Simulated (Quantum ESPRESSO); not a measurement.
Runs of Quantum ESPRESSO 7.5 on GaN. It takes space group F-43m (No. 216, cubic). Conventional cell: a = 4.507 Å, b = 4.507 Å, c = 4.507 Å, α = 90.00°, β = 90.00°, γ = 90.00°. Ga (site symmetry -43m) has 4 N at 1.95 Å as nearest neighbours. Around N (site symmetry -43m) lie 4 Ga at 1.95 Å. The cell is a database's computed one.

```csv
cell,gap on the mesh (eV)
volume scaled by 0.96,1.97
volume scaled by 1.08,(a)
volume scaled by 0.92,2.25
volume scaled by 1.04,1.45
volume scaled by 0.88,2.53
as given,(b)
```

Alike in all rows: task single point; level PBEsol; potentials or basis PseudoDojo 0.4.1 SR PBEsol standard; no spin polarisation; k mesh 6 × 6 × 6; cutoff (eV) 1143; smearing fixed.

Problem. Estimate the missing entries.

Solution. (a) 1.21; (b) 1.71.

A k mesh can miss the band edges, and the runs leave out spin-orbit coupling on Ga.

Runs at the PBE level aren't shown here.
